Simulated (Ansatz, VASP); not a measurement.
# BaS in VASP and in Ansatz

```
CELL_PARAMETERS angstrom
4.36573 0.00000 0.00000
-2.18287 3.78084 0.00000
0.00000 0.00000 3.97809
ATOMIC_POSITIONS crystal
Ba 0.00000 0.00000 0.50000
S 0.66667 0.33333 0.00000
```

Alike in both runs: task single point; functional LDA; k mesh 6 × 6 × 8; occupations gaussian, width 0.02 eV; no spin polarisation.

|  | VASP | Ansatz |
| --- | --- | --- |
| version | VASP 6.6.1 | Ansatz 0.2.0 |
| potentials or method | VASP PAW LDA potentials, release 64 (Ba_sv, S) | scalar-relativistic, plane waves, PAW |
| plane-wave cutoff (eV) | 520 | 420 |
| valence electrons in the cell | 16 | 16 |

```csv
,VASP,Ansatz,Ansatz less VASP
gap on the k mesh at the Fermi level (eV),1.75,1.83,+0.077
least direct gap on the mesh (eV),1.75,1.83,+0.077
pressure (GPa),-2.6,-3.2,-0.65
largest component of the traceless stress (GPa),0.27,0.37,+0.103
```

Caveats: spin-orbit coupling is left out, which moves the levels of the heavy elements. A k mesh can miss the band edges.
